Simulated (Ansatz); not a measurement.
# Ir(111) with 4 layers of random Ir-Os, 2x2: scattering by chemical disorder, part 2 of 2

Aim: the residual resistivity of a random alloy, from Ir(111) with 4 layers of random Ir-Os, 2x2 and longer regions.

Ansatz 0.2.0; Ansatz plane-wave DFT, PBE, PAW files; ballistic transport by layer matching (Landauer), zero bias; PAW set soft_1.

So far. Step 3 (With 8 alloy layers): Over the solved energies the transmission per spin lies between 3.22 and 3.30, out of 6.06 channels of the lead on average (up to 6.26). The log calls the step of a lead's potential too much.

## (4) With 12 alloy layers

In 12 layers a share of 0.75 of the sites is given to Os at random. A fresh draw is used; the growth of the resistance with length is what counts.

System of this step: Ir(111) with 12 layers of random Ir-Os, 2x2. The cell holds 72 atoms: 36 Ir and 36 Os. Its edges and angles: a = 5.430 Å, b = 5.430 Å, c = 39.900 Å, α = 90.0°, β = 90.0°, γ = 120.0°. It derives from Ir. Regions: lead, 24 atoms (24 Ir); scattering region, 48 atoms (36 Os and 12 Ir). The structure is stacked along c, and the current runs across the ab planes.

input.yaml

```yaml
crystal:
  lattice:
    - [5.4297315514, 0.0, 0.0]
    - [-2.7148657757, 4.7022854592, 0.0]
    - [0.0, 0.0, 39.9002152235]
  atoms:
    - { symbol: Ir, position: [0.0, 0.0, 0.0277777778] }
    - { symbol: Ir, position: [0.0, 0.5, 0.0277777778] }
    - { symbol: Ir, position: [0.5, 0.0, 0.0277777778] }
    - { symbol: Ir, position: [0.5, 0.5, 0.0277777778] }
    - { symbol: Ir, position: [0.1666666667, 0.3333333333, 0.0833333333] }
    - { symbol: Ir, position: [0.1666666667, 0.8333333333, 0.0833333333] }
    - { symbol: Ir, position: [0.6666666667, 0.3333333333, 0.0833333333] }
    - { symbol: Ir, position: [0.6666666667, 0.8333333333, 0.0833333333] }
    - { symbol: Ir, position: [0.3333333333, 0.1666666667, 0.1388888889] }
    - { symbol: Ir, position: [0.3333333333, 0.6666666667, 0.1388888889] }
    - { symbol: Ir, position: [0.8333333333, 0.1666666667, 0.1388888889] }
    - { symbol: Ir, position: [0.8333333333, 0.6666666667, 0.1388888889] }
    - { symbol: Os, position: [0.0, 0.0, 0.1944444444] }
    - { symbol: Os, position: [0.0, 0.5, 0.1944444444] }
    - { symbol: Os, position: [0.5, 0.0, 0.1944444444] }
    - { symbol: Os, position: [0.5, 0.5, 0.1944444444] }
    - { symbol: Os, position: [0.1666666667, 0.3333333333, 0.25] }
    - { symbol: Os, position: [0.1666666667, 0.8333333333, 0.25] }
    - { symbol: Ir, position: [0.6666666667, 0.3333333333, 0.25] }
    - { symbol: Os, position: [0.6666666667, 0.8333333333, 0.25] }
    - { symbol: Os, position: [0.3333333333, 0.1666666667, 0.3055555556] }
    - { symbol: Os, position: [0.3333333333, 0.6666666667, 0.3055555556] }
    - { symbol: Os, position: [0.8333333333, 0.1666666667, 0.3055555556] }
    - { symbol: Os, position: [0.8333333333, 0.6666666667, 0.3055555556] }
    - { symbol: Os, position: [0.0, 0.0, 0.3611111111] }
    - { symbol: Ir, position: [0.0, 0.5, 0.3611111111] }
    - { symbol: Os, position: [0.5, 0.0, 0.3611111111] }
    - { symbol: Os, position: [0.5, 0.5, 0.3611111111] }
    - { symbol: Os, position: [0.1666666667, 0.3333333333, 0.4166666667] }
    - { symbol: Os, position: [0.1666666667, 0.8333333333, 0.4166666667] }
    - { symbol: Os, position: [0.6666666667, 0.3333333333, 0.4166666667] }
    - { symbol: Os, position: [0.6666666667, 0.8333333333, 0.4166666667] }
    - { symbol: Os, position: [0.3333333333, 0.1666666667, 0.4722222222] }
    - { symbol: Os, position: [0.3333333333, 0.6666666667, 0.4722222222] }
    - { symbol: Os, position: [0.8333333333, 0.1666666667, 0.4722222222] }
    - { symbol: Ir, position: [0.8333333333, 0.6666666667, 0.4722222222] }
    - { symbol: Ir, position: [0.0, 0.0, 0.5277777778] }
    - { symbol: Os, position: [0.0, 0.5, 0.5277777778] }
    - { symbol: Ir, position: [0.5, 0.0, 0.5277777778] }
    - { symbol: Ir, position: [0.5, 0.5, 0.5277777778] }
    - { symbol: Os, position: [0.1666666667, 0.3333333333, 0.5833333333] }
    - { symbol: Os, position: [0.1666666667, 0.8333333333, 0.5833333333] }
    - { symbol: Os, position: [0.6666666667, 0.3333333333, 0.5833333333] }
    - { symbol: Os, position: [0.6666666667, 0.8333333333, 0.5833333333] }
    - { symbol: Os, position: [0.3333333333, 0.1666666667, 0.6388888889] }
    - { symbol: Os, position: [0.3333333333, 0.6666666667, 0.6388888889] }
    - { symbol: Os, position: [0.8333333333, 0.1666666667, 0.6388888889] }
    - { symbol: Os, position: [0.8333333333, 0.6666666667, 0.6388888889] }
    - { symbol: Ir, position: [0.0, 0.0, 0.6944444444] }
    - { symbol: Ir, position: [0.0, 0.5, 0.6944444444] }
    - { symbol: Os, position: [0.5, 0.0, 0.6944444444] }
    - { symbol: Ir, position: [0.5, 0.5, 0.6944444444] }
    - { symbol: Os, position: [0.1666666667, 0.3333333333, 0.75] }
    - { symbol: Ir, position: [0.1666666667, 0.8333333333, 0.75] }
    - { symbol: Os, position: [0.6666666667, 0.3333333333, 0.75] }
    - { symbol: Os, position: [0.6666666667, 0.8333333333, 0.75] }
    - { symbol: Ir, position: [0.3333333333, 0.1666666667, 0.8055555556] }
    - { symbol: Os, position: [0.3333333333, 0.6666666667, 0.8055555556] }
    - { symbol: Ir, position: [0.8333333333, 0.1666666667, 0.8055555556] }
    - { symbol: Os, position: [0.8333333333, 0.6666666667, 0.8055555556] }
    - { symbol: Ir, position: [0.0, 0.0, 0.8611111111] }
    - { symbol: Ir, position: [0.0, 0.5, 0.8611111111] }
    - { symbol: Ir, position: [0.5, 0.0, 0.8611111111] }
    - { symbol: Ir, position: [0.5, 0.5, 0.8611111111] }
    - { symbol: Ir, position: [0.1666666667, 0.3333333333, 0.9166666667] }
    - { symbol: Ir, position: [0.1666666667, 0.8333333333, 0.9166666667] }
    - { symbol: Ir, position: [0.6666666667, 0.3333333333, 0.9166666667] }
    - { symbol: Ir, position: [0.6666666667, 0.8333333333, 0.9166666667] }
    - { symbol: Ir, position: [0.3333333333, 0.1666666667, 0.9722222222] }
    - { symbol: Ir, position: [0.3333333333, 0.6666666667, 0.9722222222] }
    - { symbol: Ir, position: [0.8333333333, 0.1666666667, 0.9722222222] }
    - { symbol: Ir, position: [0.8333333333, 0.6666666667, 0.9722222222] }
kpoints:
  mp_grid: { grid: [5, 5, 1] }
hamiltonian:
  xc: pbe
  pseudopotentials: { kind: paw, azcp: { folder: soft_1 } }
scf:
  occupations: { method: fermi_dirac, width: 0.1 }
output:
  transmission:
    leads: [[0, 4]]
    kmesh: [10, 10]
    e_range: [-0.05, 0.05]
    de: 0.05
  write_potential: true
  write_density: true
  volumetric_format: npy
```

On the command line:

```
> ansatz run input.yaml --threads 8 --pin off --max-ram 15360MiB --backend cpu --events-out ev --progress --plain --runs-dir out
```

Numbers of over 12 decimals in the logs are rounded to 6 here.

What it wrote:

```text
[...]
Crystal: 72 atoms, lattice volume = 1018.738 Å³
Basis set: ecut = 420 eV, 19879 PW (Γ)
Bands: 713, of which v1, the nominal top of the filled ones, is band 594 counted from 1 (593 counted from 0)
Symmetry: 1 space group operations
[...]
k-points: 13 of 25 (time reversal used)
[...]
SCF iter   1: F=—  HF=-839625.314903 eV  |F-HF|=—  |Δ(HF+E_count)|=         —  Δρ=5.66e-2  dr2=4.78e2  ethr=3.10e-3  ⟨swp⟩=5.0  Hψ=29899  notcnv=0  defer=71
[...]
SCF iter  10: F=-839615.771977 eV  HF=-839615.771977 eV  |F-HF|=2.43e-8  |Δ(HF+E_count)|=   1.63e-8  Δρ=4.70e-7  dr2=2.57e-8  ethr=8.42e-12  ⟨swp⟩=6.8  Hψ=24847  notcnv=0
SCF 1 converged in 10 iterations: F = -839615.771977 eV  dr2 = 2.57e-8
[...]
transmission: 380 of 3796 steps passed
transmission: 768 of 3796 steps passed
[...]
transmission: 3796 of 3796 steps passed
SCF converged after 10 iterations
Free energy (F): -839615.771977 eV
[...]
Internal energy: -839613.768968 eV  (E = F + TS)
E sigma→0 (E₀):  -839614.770473 eV
Entropy (-TS):   -2.003009 eV (-27.820 meV/atom)
Fermi energy:    25.675794 eV
[...]
--- Band table (eV; the first three rows and the last of 13) ---
  k-point 0: bands = [... 590 lower, 26.5520, 26.5768, 26.5773, 26.5802, 26.6057, 26.6360, 26.6404, 26.6431, ... 115 higher]
  k-point 1: bands = [... 590 lower, 26.1062, 26.1429, 26.1657, 26.2014, 26.2195, 26.2323, 26.2430, 26.2685, ... 115 higher]
  k-point 2: bands = [... 590 lower, 25.2760, 25.3124, 25.3572, 25.3976, 25.4150, 25.4327, 25.4663, 25.4833, ... 115 higher]
  k-point 12: bands = [... 590 lower, 25.6374, 25.7038, 25.7257, 25.7624, 25.7812, 25.7930, 25.8063, 25.8163, ... 115 higher]
--- Transmission ---
  basis      : 223 plane waves across, 73 finite elements along
  points     : 52, standing for a mesh of 10 x 10
[...]
channels       : 6.020000e0 a spin
[...]
junction   : crystal 0 to crystal 0, 0.70 to 38.38 Å
    transmission   : 2.756253e0 a spin
[...]
```

Wall time 7.2 min (8 threads of Intel Xeon Platinum 8223CL at 3.00GHz (Skylake/Cascade Lake), shared host); peak memory 9.9 GiB; 48 min of CPU time.

Numbers from this step:

* free energy: -839615.7720 eV
* energy at zero smearing: -839614.7705 eV
* Fermi energy: 25.68 eV
* transmission per spin nearest the Fermi level: 2.756
* step of the lead's potential: 34 meV

Per spin. The transmission, zone mean by energy, zero at the Fermi level:

```
energy (eV)  transmission, zone mean
    -0.0500                     2.71
     0.0000                     2.76
     0.0500                     2.85
```

Over the solved energies the transmission per spin lies between 2.71 and 2.85, out of 6.06 channels of the lead on average (up to 6.26). The log calls the step of a lead's potential too much.

## (5) Resistance against length

This step: Ansatz plane-wave DFT, PBE, PAW files; ballistic transport by layer matching (Landauer), zero bias; residual resistivity from the slope of the area resistance, atoms on the host's lattice; PAW set soft_1 (Ansatz 0.2.0).

This step gave:

```yaml
resistivity: 17.30 µΩ cm
intercept: 0.1757 fΩ m²
scatter_about_the_fit: 0.01156 fΩ m²
```

Resistance, by row:

```
run  length (Å)      T  channels N  RA (fΩ m²)
 n4       8.867  3.735       6.047      0.3373
 n8       17.73  3.263        6.06      0.4661
n12        26.6  2.774        6.06      0.6441
```

The area resistance by length of the alloy:

```
length of the alloy (Å)  area resistance (fΩ m²)
                   8.87                    0.337
                  17.73                    0.466
                  26.60                    0.644
```

The area resistance goes from 0.34 to 0.64 fΩ m² between 8.9 and 26.6 Å, a slope of 17 µΩ cm.

By hand from the end points: (0.6441 − 0.3373) fΩ m² / (26.60 − 8.87) Å = 17 µΩ cm, since 1 fΩ m² per Å is 1000 µΩ cm.

## (6) Summary of results

```
resistivity from the slope  : 17.3 µΩ cm
area resistance over 8.87 Å : 0.337 fΩ m²
area resistance over 17.7 Å : 0.466 fΩ m²
area resistance over 26.6 Å : 0.644 fΩ m²
```

What this shows: The slope gives 17 µΩ cm. The points scatter by 0.012 fΩ m² about the line, with one random draw a length in a 2x2 cell, so the slope is a rough value. Read with a model of isotropic scattering on a spherical Fermi surface and the lead's 1.8×10¹⁵ S/m², this slope means a mean free path near 24 Å (a rough figure, since the alloy's own channel count differs); over these lengths the model's slope is 1.04 times its bulk resistivity, which would be 17 µΩ cm. The atoms sit on the host's lattice, so scattering by size misfit is left out. With 75 % of Os, whose own structure is another, this is a hypothetical phase. Spin-orbit coupling is left out, which matters for Ir and Os. A lead's potential steps by up to 36 meV from period to period, which the log calls too much, so longer leads could move the result.

[Logs are printed without paths, hosts, clocks, repeated set-up lines and the standing remarks that a program may print on its own settings, such as how far it seeks lower states.]

[Hosts, paths, dates, database ids (printed as entryN), source tags and the programs' standing remarks are cut or masked in the printed files.]
